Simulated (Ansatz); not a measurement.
A run of Ansatz 0.2.0 is set up as follows.

input.yaml

```yaml
crystal:
  lattice:
    - [2.95, 0.0, 0.0]
    - [-1.475, 2.5547749412, 0.0]
    - [0.0, 0.0, 4.68]
  atoms:
    - { symbol: Ti, position: [0.6666666667, 0.3333333333, 0.75] }
    - { symbol: Ti, position: [0.3333333333, 0.6666666667, 0.25] }
kpoints:
  mp_grid: { grid: [10, 10, 6] }
scf:
  occupations: { method: fermi_dirac, width: 0.05 }
hamiltonian:
  xc: rpbe
  dispersion: d4
  pseudopotentials: { kind: all_electron, lapw: { basis_error: 0.001 } }
output:
  forces: true
  stress: true
relax:
  f_tol: 0.005
  max_steps: 60
  cell: {}
```

Potentials or basis: all-electron LAPW, scalar-relativistic.

Command:

```bash
$ ansatz run input.yaml --threads 1 --pin off --max-ram 3072MiB --backend cpu --events-out ev --progress --plain --runs-dir out
```

Question: What does it give for the relaxed volume?

Answer: 17.38 Å³/atom.

Question: What does it give for the space group after relaxing (to 0.05 Å)?

Answer: P6_3/mmc (No. 194).

Question: What does it give for the relaxed cell?

Answer: a = 2.938 Å, b = 2.938 Å, c = 4.650 Å, α = 90.00°, β = 90.00°, γ = 120.00°.

Final structure:
```
Ti
1.0
     2.93822    0.00000    0.00000
    -1.46911    2.54457    0.00000
     0.00000    0.00000    4.64960
Ti
2
Direct
  0.66667 0.33333 0.75000
  0.33333 0.66667 0.25000
```
